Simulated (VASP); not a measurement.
Input of a VASP 6.6.1 run:

Contents of INCAR:

```
PREC = Accurate
ENCUT = 600
EDIFF = 1E-6
ISMEAR = 1
SIGMA = 0.1
LREAL = False
LASPH = True
NELM = 150
ALGO = Normal
ISIF = 3
LWAVE = False
LCHARG = False
ISPIN = 2
MAGMOM = 3 3
LORBIT = 11
LMAXMIX = 4
GGA = CA
IBRION = 2
NSW = 90
EDIFFG = -0.01
AMIX = 0.2
BMIX = 1E-4
AMIX_MAG = 0.8
BMIX_MAG = 1E-4
```

Contents of KPOINTS:

```
Automatic mesh
0
Gamma
  18 18 9
```

Contents of POSCAR:

```
Co
1.0
    2.5074000000      0.0000000000      0.0000000000
   -1.2537000000      2.1714721000      0.0000000000
    0.0000000000      0.0000000000      4.0699000000
Co
2
Direct
    0.3333333300      0.6666666700      0.2500000000
    0.6666666700      0.3333333300      0.7500000000
```

Potentials or basis: VASP PAW LDA potentials, release 64 (Co).

Command:

```bash
$ cat potpaw_LDA.64/Co/POTCAR > POTCAR
$ mpirun -np 1 vasp_std > vasp.out
```

(1) Estimate the net moment.

(2) What does it give for the relaxed volume?

(3) What does it give for the space group after relaxing (to 0.05 Å)?

## Answers

(1) 3.02 μB per cell.

(2) 9.98 Å³/atom.

(3) P6_3/mmc (No. 194).
